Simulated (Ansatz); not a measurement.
Crystal: NbP.

```xyz
4
Lattice="-1.6749 1.6749 5.7401 1.6749 -1.6749 5.7401 1.6749 1.6749 -5.7401" Properties=species:S:1:pos:R:3 pbc="T T T"
Nb    1.6749    0.0000    2.8687
Nb    0.0000    0.0000    5.7387
P     0.0000    1.6749    3.8200
P     0.0000    0.0000    0.9500
```

The cell is a database's computed one.

Base run:

| Quantity | Value |
| --- | --- |
| Program | Ansatz 0.2.0 |
| Functional | LDA |
| Potentials or basis | all-electron LAPW, scalar-relativistic |
| Cutoff | 207 eV (chosen from the basis error) |
| Basis error allowed | 0.002 eV/atom |
| k mesh | 11 × 11 × 11 |
| Occupations | fermi-dirac, width 0.05 eV |
| Spin | no spin polarisation |

Its results: pressure -9.3 GPa; largest force 0.015 eV/Å.

**Question.** The run is repeated on the same cell with these changes: functional from LDA to PBE. What comes out?

**Answer.** Pressure -1.1 GPa; largest force 0.016 eV/Å.

PBE binds less tightly than LDA, so the same cell stands under more pressure.
